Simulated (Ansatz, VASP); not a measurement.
**BiTe: VASP beside Ansatz**

```xyz
2
Lattice="0.0000 3.2967 3.2967 3.2967 0.0000 3.2967 3.2967 3.2967 0.0000" Properties=species:S:1:pos:R:3 pbc="T T T"
Bi    0.0000    0.0000    0.0000
Te    3.2967    3.2967    3.2967
```

Alike in both runs: task single point; functional r2SCAN; k mesh 12 × 12 × 12; occupations gaussian, width 0.1 eV; no spin polarisation.

```csv
,VASP,Ansatz
version,VASP 6.6.1,Ansatz 0.2.0
potentials or method,"VASP PAW PBE potentials, release 64 (Bi_d, Te)","scalar-relativistic, plane waves, PAW"
plane-wave cutoff (eV),520,500
valence electrons in the cell,21,31
```

|  | VASP | Ansatz | Ansatz less VASP |
| --- | --- | --- | --- |
| gap on the k mesh at the Fermi level (eV) | none | none | - |
| pressure (GPa) | -2.6 | -2.6 | +0.03 |

A gap of «none» marks a metal or a gap that the smearing closes. The two sets of potentials don't hold the same shells in valence.

Caveats: the PAW data sets were made with another functional, which shifts forces and pressure a little (VASP); spin-orbit coupling is left out, which moves the levels of the heavy elements.
